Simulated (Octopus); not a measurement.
Crystal: SiC.

```xyz
8
Lattice="3.0757 0.0000 0.0000 -1.5378 2.6636 0.0000 0.0000 0.0000 10.0706" Properties=species:S:1:pos:R:3 pbc="T T T"
Si    0.0000    0.0000    1.8922
Si    0.0000    0.0000    6.9275
Si    0.0000    1.7758    4.4094
Si    1.5378    0.8879    9.4447
C     0.0000    0.0000    0.0046
C     0.0000    0.0000    5.0400
C     0.0000    1.7758    2.5157
C     1.5378    0.8879    7.5510
```

The cell is a database's computed one.

Base run:

| Quantity | Value |
| --- | --- |
| Program | Octopus 16.4 |
| Functional | PBE |
| Potentials or basis | pseudodojo_pbe (PseudoDojo 0.5, PBE) |
| Grid spacing | 0.123 × 0.123 × 0.126 Å |
| k mesh | 10 × 10 × 3 |
| Occupations | fermi-dirac, width 0.05 eV |
| Spin | no spin polarisation |

Its results: band gap on the k mesh 2.23 eV, indirect (least direct gap 3.36 eV); largest force 0.008 eV/Å.

**Question.** The run is repeated on the same cell with these changes: functional from PBE to PBEsol; potentials or basis from pseudodojo_pbe (PseudoDojo 0.5, PBE) to pseudodojo_pbesol (PseudoDojo 0.4, PBEsol). What comes out?

**Answer.** Band gap on the k mesh 2.11 eV, indirect (least direct gap 3.24 eV); largest force 0.005 eV/Å.

Caveats: an odd mesh through Γ misses points on the zone boundary, where band edges often lie.

Not every run made on this cell is shown here.
